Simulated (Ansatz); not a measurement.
Au in Ansatz: convergence with n extra bands

Au:

```
Au
1.0
     2.90000    0.00000    0.00000
    -1.45000    2.51147    0.00000
     0.00000    0.00000    4.88000
Au
2
Direct
  0.68819 0.35203 0.25122
  0.32218 0.66326 0.75447
```

This isn't the form of Au at room conditions, which is fcc.

The cell isn't the ideal one: atoms moved at random, drawn with an rms of 0.05 Å.

```yaml
Program: Ansatz 0.2.0
Task: convergence study
Functional: PBEsol
Potentials_or_basis: JTH PAW
Cutoff: "750 eV (not typed: the program's choice for these potentials)"
k_mesh: 8 × 8 × 4
Occupations: gaussian, width 0.05 eV
Spin: no spin polarisation
```

These are the settings of the first run; the series varies n extra bands, with any setting tied to it.

Hardware: 2 threads of Arm Neoverse V1 (shared host).

| n extra bands | energy less the tightest run, at zero smearing (meV/atom) | SCF cycles | CPU time (s) | peak memory (GiB) |
| --- | --- | --- | --- | --- |
| 1 | 0.00 | 8 | 11 | 0.38 |
| 2 | 0.00 | 7 | 10 | 0.38 |
| 4 | 0.00 | 8 | 11 | 0.4 |
| 8 | 0.00 | 7 | 12 | 0.42 |
| 16 | 0.00 | 8 | 16 | 0.46 |
| 32 | 0.00 | 8 | 22 | 0.56 |

Against the tightest run, the energy stays within 1 meV/atom from 1 on. The tightest run that finished is the yardstick and may itself not be fully converged.

Spin-orbit coupling is left out, which matters for the levels of Au.
